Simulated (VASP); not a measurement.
Here is a VASP 6.6.1 calculation.

Contents of INCAR:

```
PREC     = Accurate       # precision mode
ENCUT    = 520            # plane-wave cutoff, eV
EDIFF    = 1E-7           # SCF threshold, eV
ISMEAR   = 0              # smearing method
SIGMA    = 0.02           # smearing width, eV
LREAL    = F              # projectors in reciprocal space
LASPH    = T              # aspherical terms in the spheres
NELM     = 80             # most SCF steps
ALGO     = Normal         # electronic algorithm
ISIF     = 3              # what is computed and relaxed
LWAVE    = F              # write WAVECAR
LCHARG   = F              # write CHGCAR
GGA      = PS             # functional
IVDW     = 13             # dispersion correction
IBRION   = 2              # ionic algorithm
NSW      = 80             # ionic steps
EDIFFG   = -0.002         # ionic threshold
PSTRESS  = 60.0
```

Contents of KPOINTS:

```
regular mesh
0
Gamma
  12 12 12
```

Contents of POSCAR:

```
P                                       
1.0
    1.6797113714      0.9697818153      2.7367510155
   -1.6797113714      0.9697818153      2.7367510155
    0.0000000000     -1.9395636196      2.7367510151
  P             
     2
Direct
     0.2431717830987541    0.2431717830987541    0.2431717831000843
     0.7568282169012459    0.7568282169012459    0.7568282168999156
```

Potentials or basis: VASP PAW PBE potentials, release 64 (P).

Command:

```bash
$ cat potpaw_PBE.64/P/POTCAR > POTCAR
$ mpirun -np 1 vasp_std > vasp.out
```

(1) Estimate the dispersion energy per atom.

(2) What does it give for the relaxed cell?

(3) What does it give for the space group after relaxing (to 0.05 Å)?

## Answers

(1) -0.307 eV.

(2) a = 3.354 Å, b = 3.354 Å, c = 3.354 Å, α = 60.11°, β = 60.11°, γ = 60.11°.

(3) R-3m (No. 166).

Caveat: the cell is relaxed towards a set pressure, so the enthalpy falls and the energy may rise.
